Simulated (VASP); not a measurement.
# ZrC (Fm-3m) in VASP: further runs

The runs below take ZrC through electric field gradients, density of states, with LDA, PBEsol, PBE.

Program: VASP 6.6.1. These are calculated values, not measurements. Logs are shortened: lines on timing, memory, paths and dates and some standing lists are left out, and cuts for length are marked.

### 1 The crystal as given

The structure is cubic, space group Fm-3m (No. 225). The conventional cell has a = 4.709 Å, b = 4.709 Å, c = 4.709 Å, α = 90.00°, β = 90.00°, γ = 90.00°. Around Zr (site symmetry m-3m) lie 6 C at 2.35 Å. Around C (site symmetry m-3m) lie 6 Zr at 2.35 Å.

The cell was relaxed by an earlier calculation.

### 2 Electric field gradients, LDA (volume scaled by 0.96)

The input, INCAR:

```
SYSTEM = ZrC
PREC     = Accurate       ! precision mode
ENCUT    = 520            ! plane-wave cutoff, eV
EDIFF    = 1E-8           ! SCF threshold, eV
ISMEAR   = -1             ! smearing method
SIGMA    = 0.05           ! smearing width, eV
LREAL    = .FALSE.        ! projectors in reciprocal space
LASPH    = .TRUE.         ! aspherical terms in the spheres
NELM     = 100            ! most SCF steps
ALGO     = Fast           ! electronic algorithm
ISIF     = 2              ! what is computed and relaxed
LWAVE    = .FALSE.        ! write WAVECAR
LCHARG   = .FALSE.        ! write CHGCAR
LEFG     = .TRUE.       
NBANDS   = 15             ! bands
```

The input, KPOINTS:

```
Automatic mesh
0
G
  14 14 14
  0 0 0
```

The input, POSCAR:

```
ZrC
1.0
    0.0000000000      2.3224901248      2.3224901248
    2.3224901248      0.0000000000      2.3224901248
    2.3224901248      2.3224901248      0.0000000000
Zr C
1 1
Direct
    0.0000000000      0.0000000000      0.0000000000
    0.5000000000      0.5000000000      0.5000000000
```

Potentials or basis: VASP PAW LDA potentials, release 64 (Zr_sv, C).

Run with:

```console
cat potpaw_LDA.64/Zr_sv/POTCAR potpaw_LDA.64/C/POTCAR > POTCAR
mpirun -np 1 vasp_std > vasp.out
```

OUTCAR:

```text
SYSTEM = ZrC
   PREC = Accurate
   ENCUT = 520
   EDIFF = 1E-8
   ISMEAR = -1
   LREAL = .FALSE.
   LASPH = .TRUE.
   NELM = 100
   ISIF = 2

 ion  position               nearest neighbor table
   1  0.000  0.000  0.000-   2 2.32   2 2.32   2 2.32   2 2.32   2 2.32   2 2.32
   2  0.500  0.500  0.500-   1 2.32   1 2.32   1 2.32   1 2.32   1 2.32   1 2.32

  LATTYP: Found a face centered cubic cell.
 ALAT       =     4.6449802496

  Lattice vectors:

 A1 = (   0.0000000000,   2.3224901248,   2.3224901248)
 A2 = (   2.3224901248,   0.0000000000,   2.3224901248)
 A3 = (   2.3224901248,   2.3224901248,   0.0000000000)

Analysis of symmetry for initial positions (statically):
=====================================================================
 Subroutine PRICEL returns:
 Original cell was already a primitive cell.

 Routine SETGRP: Setting up the symmetry group for a
 face centered cubic supercell.

 Subroutine GETGRP returns: Found 48 space group operations
 (whereof 48 operations were pure point group operations)
 out of a pool of 48 trial point group operations.

The static configuration has the point symmetry O_h .

Analysis of symmetry for dynamics (positions and initial velocities):
=====================================================================
 Subroutine PRICEL returns:
 Original cell was already a primitive cell.

 Routine SETGRP: Setting up the symmetry group for a
 face centered cubic supercell.

 Subroutine GETGRP returns: Found 48 space group operations
 (whereof 48 operations were pure point group operations)
 out of a pool of 48 trial point group operations.

The dynamic configuration has the point symmetry O_h .

 Subroutine INISYM returns: Found 48 space group operations
 (whereof 48 operations are pure point group operations),
 and found     1 'primitive' translations

----------------------------------------------------------------------------------------

                                     Primitive cell

  volume of cell :      25.0548

  direct lattice vectors                    reciprocal lattice vectors
     0.000000000  2.322490125  2.322490125    -0.215286168  0.215286168  0.215286168
     2.322490125  0.000000000  2.322490125     0.215286168 -0.215286168  0.215286168
     2.322490125  2.322490125  0.000000000     0.215286168  0.215286168 -0.215286168

[... 129 lines left out ...]

  energy without entropy =      -21.27687789  energy(sigma->0) =      -21.27810225

 E-fermi :   9.8769     XC(G=0): -12.5325

 val. band max:        9.8598875648   @ k =   0.3571   0.2857   0.0000
 cond. band min:       9.8928404066   @ k =   0.4286   0.4286   0.0000
 fundamental gap:      0.0329528417
 Fermi energy:         9.8769211922

 k-point     1 :       0.0000    0.0000    0.0000
  band No.  band energies     occupation
      1     -37.8056      2.00000
      2     -15.6388      2.00000
      3     -15.6388      2.00000
      4     -15.6388      2.00000
      5      -1.4077      2.00000
      6      10.8165      0.00000
      7      10.8165      0.00000
      8      10.8165      0.00000
      9      10.9124      0.00000
     10      10.9124      0.00000
     11      10.9124      0.00000
     12      12.7647      0.00000
     13      12.7647      0.00000
     14      17.6727      0.00000
[... 401 lines left out ...]
      2     -16.1358      2.00000
      3     -15.7573      2.00000
      4     -15.7408      2.00000
      5      -0.0065      2.00000
      6       6.6096      2.00000
      7       8.2136      2.00000
      8       8.7232      2.00000
      9      10.8064      0.00000
     10      13.4693      0.00000
     11      13.9549      0.00000
     12      15.3683      0.00000
     13      17.2684      0.00000
     14      20.4745      0.00000
     15      23.8326      0.00000

 [... further k-points ...]
[... 5 lines left out ...]
  --------------------------------------------------------------------------------------
  -------------------------------------------------------------------------------------
  Total        0.0165978      0.0165978      0.0165978     -0.0000000     -0.0000000      0.0000000
  in kB        1.0613797      1.0613797      1.0613797     -0.0000000     -0.0000000      0.0000000
  external PRESSURE =       1.0613797 kB  Pullay stress =       0.0000000 kB

 VOLUME and BASIS-vectors are now :
 -----------------------------------------------------------------------------
  energy-cutoff  :      520.00
  volume of cell :       25.05
      direct lattice vectors                 reciprocal lattice vectors
     0.000000000  2.322490125  2.322490125    -0.215286168  0.215286168  0.215286168
     2.322490125  0.000000000  2.322490125     0.215286168 -0.215286168  0.215286168
     2.322490125  2.322490125  0.000000000     0.215286168  0.215286168 -0.215286168

 POSITION                                       TOTAL-FORCE (eV/Angst)
 -----------------------------------------------------------------------------------
      0.00000      0.00000      0.00000         0.000000     -0.000000      0.000000
      2.32249      2.32249      2.32249        -0.000000      0.000000     -0.000000
 -----------------------------------------------------------------------------------
    total drift:                                0.000000     -0.000000     -0.000000

  FREE ENERGIE OF THE ION-ELECTRON SYSTEM (eV)
  ---------------------------------------------------
  free  energy   TOTEN  =       -21.2793266134 eV

  energy  without entropy=      -21.2768778879  energy(sigma->0) =      -21.27810225

 Electric field gradients (V/A^2)
---------------------------------------------------------------------
 ion       V_xx      V_yy      V_zz      V_xy      V_xz      V_yz
---------------------------------------------------------------------
   1      -0.000    -0.000    -0.000    -0.000    -0.000    -0.000
   2      -0.000    -0.000     0.000     0.000     0.000     0.000
---------------------------------------------------------------------

 Electric field gradients after diagonalization (V/A^2)
 (convention: |V_zz| > |V_xx| > |V_yy|)
----------------------------------------------------------------------
 ion       V_xx      V_yy      V_zz     asymmetry (V_yy - V_xx)/ V_zz
----------------------------------------------------------------------
   1       0.000     0.000    -0.000       0.000
   2      -0.000    -0.000     0.001       0.000
----------------------------------------------------------------------

           NMR quadrupolar parameters

 Cq : quadrupolar parameter    Cq=e*Q*V_zz/h
 eta: asymmetry parameters     (V_yy - V_xx)/ V_zz
 Q  : nuclear electric quadrupole moment in mb (millibarn)
----------------------------------------------------------------------
 ion       Cq(MHz)       eta       Q (mb)
----------------------------------------------------------------------
   1      -0.000       0.000       1.000
   2       0.000       0.000       1.000
----------------------------------------------------------------------
```

Wall time 32 s (1 thread of AMD EPYC 9R45 (Zen 5), shared host); peak memory 0.12 GiB.

Results:

- Free energy: -21.2793 eV
- Pressure: 0.1 GPa
- Band gap on the k mesh: none (metal or under the smearing width)

Electric field gradients, principal values (V/Å²):
```
atom    Vxx    Vyy    Vzz
1 Zr  0.000  0.000  0.000
 2 C  0.000  0.000  0.001
```

### 3 Electric field gradients, PBEsol (volume scaled by 0.96)

The input, INCAR:

```
ALGO = Normal ; EDIFF = 1E-8
ENCUT = 520 ; GGA = PS
ISIF = 2 ; ISMEAR = -1
LASPH = True ; LCHARG = False
LEFG = True ; LREAL = False
LWAVE = False ; NBANDS = 15
NELM = 100 ; PREC = Accurate
SIGMA = 0.05
```

The input, KPOINTS:

```
k-points
0
Gamma
  14 14 14
```

POSCAR is that of step 2.

Potentials or basis: VASP PAW PBE potentials, release 64 (Zr_sv, C).

Run with:

```console
cat potpaw_PBE.64/Zr_sv/POTCAR potpaw_PBE.64/C/POTCAR > POTCAR
mpirun -np 1 vasp_std > vasp.out
```

OUTCAR:

```text
EDIFF = 1E-8
   ENCUT = 520
   GGA = PS
   ISIF = 2
   ISMEAR = -1
   LASPH = True
   LREAL = False
   NELM = 100
   PREC = Accurate

 ion  position               nearest neighbor table
   1  0.000  0.000  0.000-   2 2.32   2 2.32   2 2.32   2 2.32   2 2.32   2 2.32
   2  0.500  0.500  0.500-   1 2.32   1 2.32   1 2.32   1 2.32   1 2.32   1 2.32

  LATTYP: Found a face centered cubic cell.
 ALAT       =     4.6449802496

  Lattice vectors:

 A1 = (   0.0000000000,   2.3224901248,   2.3224901248)
 A2 = (   2.3224901248,   0.0000000000,   2.3224901248)
 A3 = (   2.3224901248,   2.3224901248,   0.0000000000)

Analysis of symmetry for initial positions (statically):
=====================================================================
 Subroutine PRICEL returns:
 Original cell was already a primitive cell.

 Routine SETGRP: Setting up the symmetry group for a
 face centered cubic supercell.

 Subroutine GETGRP returns: Found 48 space group operations
 (whereof 48 operations were pure point group operations)
 out of a pool of 48 trial point group operations.

The static configuration has the point symmetry O_h .

Analysis of symmetry for dynamics (positions and initial velocities):
=====================================================================
 Subroutine PRICEL returns:
 Original cell was already a primitive cell.

 Routine SETGRP: Setting up the symmetry group for a
 face centered cubic supercell.

 Subroutine GETGRP returns: Found 48 space group operations
 (whereof 48 operations were pure point group operations)
 out of a pool of 48 trial point group operations.

[... 167 lines left out ...]
     11      10.9745      0.00000
     12      12.8155      0.00000
     13      12.8155      0.00000
     14      17.6135      0.00000
[... 401 lines left out ...]
      2     -16.1429      2.00000
      3     -15.7647      2.00000
      4     -15.7483      2.00000
      5      -0.0995      2.00000
      6       6.6302      2.00000
      7       8.2469      2.00000
      8       8.7645      2.00000
      9      10.8575      0.00000
     10      13.5369      0.00000
     11      14.0227      0.00000
     12      15.4402      0.00000
     13      17.2952      0.00000
     14      20.5314      0.00000
     15      23.8259      0.00000

 [... further k-points ...]
[... 5 lines left out ...]
  --------------------------------------------------------------------------------------
  -------------------------------------------------------------------------------------
  Total        0.6515530      0.6515530      0.6515530     -0.0000000      0.0000000     -0.0000000
  in kB       41.6647436     41.6647436     41.6647436     -0.0000000      0.0000000     -0.0000000
  external PRESSURE =      41.6647436 kB  Pullay stress =       0.0000000 kB

 VOLUME and BASIS-vectors are now :
 -----------------------------------------------------------------------------
  energy-cutoff  :      520.00
  volume of cell :       25.05
      direct lattice vectors                 reciprocal lattice vectors
     0.000000000  2.322490125  2.322490125    -0.215286168  0.215286168  0.215286168
     2.322490125  0.000000000  2.322490125     0.215286168 -0.215286168  0.215286168
     2.322490125  2.322490125  0.000000000     0.215286168  0.215286168 -0.215286168

 POSITION                                       TOTAL-FORCE (eV/Angst)
 -----------------------------------------------------------------------------------
      0.00000      0.00000      0.00000         0.000000     -0.000000     -0.000000
      2.32249      2.32249      2.32249        -0.000000      0.000000      0.000000
 -----------------------------------------------------------------------------------
    total drift:                                0.000000     -0.000000     -0.000000

  FREE ENERGIE OF THE ION-ELECTRON SYSTEM (eV)
  ---------------------------------------------------
  free  energy   TOTEN  =       -20.5685803187 eV

  energy  without entropy=      -20.5661387289  energy(sigma->0) =      -20.56735952

 Electric field gradients (V/A^2)
---------------------------------------------------------------------
 ion       V_xx      V_yy      V_zz      V_xy      V_xz      V_yz
---------------------------------------------------------------------
   1      -0.000    -0.000     0.000    -0.000    -0.000    -0.000
   2      -0.000    -0.000    -0.000     0.000     0.000     0.000
---------------------------------------------------------------------

 Electric field gradients after diagonalization (V/A^2)
 (convention: |V_zz| > |V_xx| > |V_yy|)
----------------------------------------------------------------------
 ion       V_xx      V_yy      V_zz     asymmetry (V_yy - V_xx)/ V_zz
----------------------------------------------------------------------
   1       0.000     0.000    -0.000       0.000
   2      -0.000    -0.000     0.001       0.000
----------------------------------------------------------------------

           NMR quadrupolar parameters

 Cq : quadrupolar parameter    Cq=e*Q*V_zz/h
 eta: asymmetry parameters     (V_yy - V_xx)/ V_zz
 Q  : nuclear electric quadrupole moment in mb (millibarn)
----------------------------------------------------------------------
 ion       Cq(MHz)       eta       Q (mb)
----------------------------------------------------------------------
   1      -0.000       0.000       1.000
   2       0.000       0.000       1.000
----------------------------------------------------------------------
```

OSZICAR:

```text
N       E                     dE             d eps       ncg     rms          rms(c)
DAV:   1     0.101994353084E+03    0.10199E+03   -0.86666E+03  3120   0.108E+03
DAV:   2    -0.192435468463E+02   -0.12124E+03   -0.11314E+03  4023   0.287E+02
DAV:   3    -0.236737593593E+02   -0.44302E+01   -0.43951E+01  4413   0.481E+01
DAV:   4    -0.237546492409E+02   -0.80890E-01   -0.80848E-01  4042   0.611E+00
DAV:   5    -0.237561162527E+02   -0.14670E-02   -0.14669E-02  4355   0.616E-01    0.224E+01
DAV:   6    -0.206735240738E+02    0.30826E+01   -0.54900E+00  3615   0.218E+01    0.831E+00
DAV:   7    -0.205894158894E+02    0.84108E-01   -0.53605E-01  3659   0.547E+00    0.690E+00
DAV:   8    -0.205947010667E+02   -0.52852E-02   -0.26896E-01  3813   0.385E+00    0.440E+00
DAV:   9    -0.205688575787E+02    0.25843E-01   -0.47294E-02  3456   0.149E+00    0.547E-01
DAV:  10    -0.205686184226E+02    0.23916E-03   -0.39828E-03  4037   0.556E-01    0.181E-01
DAV:  11    -0.205685853932E+02    0.33029E-04   -0.22320E-04  3470   0.145E-01    0.433E-02
DAV:  12    -0.205685807026E+02    0.46906E-05   -0.45328E-06  4001   0.178E-02    0.544E-03
DAV:  13    -0.205685803783E+02    0.32426E-06   -0.66472E-07  3848   0.565E-03    0.188E-03
DAV:  14    -0.205685803248E+02    0.53533E-07   -0.31405E-08  3778   0.130E-03    0.324E-04
DAV:  15    -0.205685803187E+02    0.60884E-08   -0.29066E-09  2585   0.407E-04
   1 F= -.20568580E+02 E0= -.20567360E+02  d E =-.244159E-02
```

Wall time 20 s (1 thread of AMD EPYC 9R45 (Zen 5), shared host); peak memory 0.13 GiB.

Results:

```
Free energy            : -20.5686 eV
Pressure               : 4.2 GPa
Band gap on the k mesh : none (metal or under the smearing width)
```

Electric field gradients, principal values (V/Å²):
```tsv
atom	Vxx	Vyy	Vzz
1 Zr	0.000	0.000	0.000
2 C	0.000	0.000	0.001
```

Caveat: the PAW data sets were made with another functional, which shifts forces and pressure a little.

### 4 Density of states, PBE

The input, POSCAR:

```
ZrC
1.0
    0.0000000000      2.3543090124      2.3543090124
    2.3543090124      0.0000000000      2.3543090124
    2.3543090124      2.3543090124      0.0000000000
Zr C
1 1
Direct
    0.0000000000      0.0000000000      0.0000000000
    0.5000000000      0.5000000000      0.5000000000
```

The input, INCAR.step1:

```
ALGO = Normal
EDIFF = 1E-6
ENCUT = 520
GGA = PE
ISIF = 2
ISMEAR = -1
LASPH = T
LCHARG = T
LMAXMIX = 4
LREAL = F
LWAVE = F
NBANDS = 15
NELM = 80
PREC = Accurate
SIGMA = 0.05
```

The input, KPOINTS.step1:

```
k-points
0
Gamma
  14 14 14
```

The input, INCAR.step2:

```
ALGO = Normal
EDIFF = 1E-6
ENCUT = 520
GGA = PE
ICHARG = 11
ISIF = 2
ISMEAR = -5
LASPH = T
LCHARG = F
LMAXMIX = 4
LORBIT = 11
LREAL = F
LWAVE = F
NBANDS = 15
NEDOS = 2001
NELM = 80
PREC = Accurate
SIGMA = 0.05
```

The input, KPOINTS.step2:

```
k-points
0
Gamma
  21 21 21
```

Run with:

```console
cat potpaw_PBE.64/Zr_sv/POTCAR potpaw_PBE.64/C/POTCAR > POTCAR
cp INCAR.step1 INCAR
cp KPOINTS.step1 KPOINTS
mpirun -np 1 vasp_std > vasp.out
cp INCAR.step2 INCAR
cp KPOINTS.step2 KPOINTS
mpirun -np 1 vasp_std > vasp.out
```

It took 2.2 min on 1 thread of Intel Xeon Platinum 8488C (Sapphire Rapids), shared host; peak memory 0.24 GiB.

It converged, with:

```yaml
Valence_electrons_inside_the_program's_atomic_spheres: Zr 9.83; C 2.36
```

Levels at points of the mesh, in eV from the Fermi level:
| k point | band 5 | band 6 | band 7 | band 8 | band 9 | band 10 | band 11 | band 12 |
| --- | --- | --- | --- | --- | --- | --- | --- | --- |
| (0.00, 0.00, 0.00) | -11.31 | 0.91 | 0.91 | 0.91 | 1.07 | 1.07 | 1.07 | 2.77 |

States per cell in windows of 1 eV (zero at the Fermi level; states under -8 eV left out):
```tsv
from (eV)	total	Zr1_d	C2_p	Zr1_p	Zr1_s	C2_s	C2_d
-8.0	0.00	0.00	0.00	0.00	0.00	0.00	0.00
-7.0	0.00	0.00	0.00	0.00	0.00	0.00	0.00
-6.0	0.03	0.01	0.01	0.00	0.00	0.00	0.00
-5.0	0.52	0.09	0.10	0.01	0.05	0.01	0.00
-4.0	0.97	0.18	0.22	0.03	0.06	0.01	0.00
-3.0	2.92	0.76	0.72	0.11	0.01	0.01	0.00
-2.0	1.16	0.35	0.29	0.03	0.00	0.00	0.00
-1.0	0.43	0.10	0.13	0.01	0.00	0.00	0.00
0.0	0.38	0.12	0.09	0.01	0.00	0.00	0.00
1.0	0.61	0.30	0.08	0.00	0.00	0.00	0.00
2.0	0.86	0.47	0.10	0.00	0.01	0.01	0.00
3.0	1.21	0.77	0.11	0.00	0.01	0.01	0.00
4.0	1.98	1.41	0.16	0.00	0.02	0.01	0.00
5.0	1.79	1.31	0.16	0.01	0.02	0.01	0.00
6.0	0.74	0.43	0.08	0.01	0.03	0.04	0.00
7.0	1.35	0.70	0.11	0.03	0.04	0.13	0.00
```

Caveat: tetrahedron occupations give inexact forces and stress in metals.

(Part 1 of 2 ends here.)
